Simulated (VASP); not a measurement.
## AlNi3: relaxation of cell and atoms with PBE+D3(BJ)

AlNi3:

```
CELL_PARAMETERS angstrom
3.52305 0.00000 0.00000
0.00000 3.52305 0.00000
0.00000 0.00000 3.52305
ATOMIC_POSITIONS crystal
Ni 0.50000 0.50000 0.00000
Ni 0.50000 0.00000 0.50000
Ni 0.00000 0.50000 0.50000
Al 0.00000 0.00000 0.00000
```

The cell is a database's computed one.

```json
{
 "Program": "VASP 6.6.1",
 "Task": "relaxation of cell and atoms",
 "Functional": "PBE",
 "Dispersion": "D3(BJ)",
 "Potentials or basis": "VASP PAW PBE potentials, release 64 (Ni, Al)",
 "Cutoff": "600 eV",
 "k mesh": "8 × 8 × 8",
 "Occupations": "fermi-dirac, width 0.05 eV",
 "Spin": "collinear spin, ferromagnetic start",
 "Starting moments": "[1.0, 1.0, 1.0, 0.0] μB",
 "Ladder": "gaps",
 "Further INCAR settings": "ALGO = Fast; EDIFF = 1e-07; IBRION = 2; EDIFFG = -0.01; NSW = 40; ISIF = 3"
}
```

```yaml
Pressure_after_relaxing: 0.1 GPa
Band_gap_on_the_k_mesh: none (metal or under the smearing width)
Net_moment: 0.67 μB per cell
Site_moments: Ni +0.24; Al -0.01 μB
Valence_electrons_inside_the_program's_atomic_spheres: Ni 9.45; Al 0.82
Dispersion_energy_per_atom: -0.473 eV
```

Final structure:
```
Ni Al
1.0
     3.52305    0.00000    0.00000
     0.00000    3.52305    0.00000
     0.00000    0.00000    3.52305
Ni Al
3 1
Direct
  0.50000 0.50000 0.00000
  0.50000 0.00000 0.50000
  0.00000 0.50000 0.50000
  0.00000 0.00000 0.00000
```

Levels at points of the mesh, in eV from the Fermi level:
Spin up:
```csv
k point,band 15,band 16,band 17,band 18,band 19,band 20
"(0.00, 0.00, 0.00)",-0.06,-0.06,0.88,0.88,0.88,6.73
"(0.50, 0.00, 0.00)",-1.07,-0.51,-0.05,5.65,5.65,5.69
"(0.50, 0.50, 0.00)",-1.00,-0.98,-0.59,0.89,0.89,8.32
"(0.50, 0.50, 0.50)",-1.09,-0.24,-0.24,-0.24,-0.21,3.57
```
Spin down:
| k point | band 14 | band 15 | band 16 | band 17 | band 18 | band 19 |
| --- | --- | --- | --- | --- | --- | --- |
| (0.00, 0.00, 0.00) | 0.35 | 0.35 | 0.35 | 0.85 | 0.85 | 0.85 |
| (0.50, 0.00, 0.00) | -0.96 | -0.85 | -0.33 | 0.35 | 5.70 | 5.70 |
| (0.50, 0.50, 0.00) | -1.12 | -0.81 | -0.61 | -0.46 | 1.16 | 1.16 |
| (0.50, 0.50, 0.50) | -0.92 | -0.92 | -0.23 | 0.11 | 0.11 | 0.11 |

Run time: 20 s on 2 MPI ranks on Intel(R) Xeon(R) 6975P-C (Granite Rapids), on a shared host, peak memory 0.21 GiB a rank.

Caveat: the relaxation stopped at its first step, so nothing moved; pairwise dispersion overbinds metals, which lowers pressure and volume.
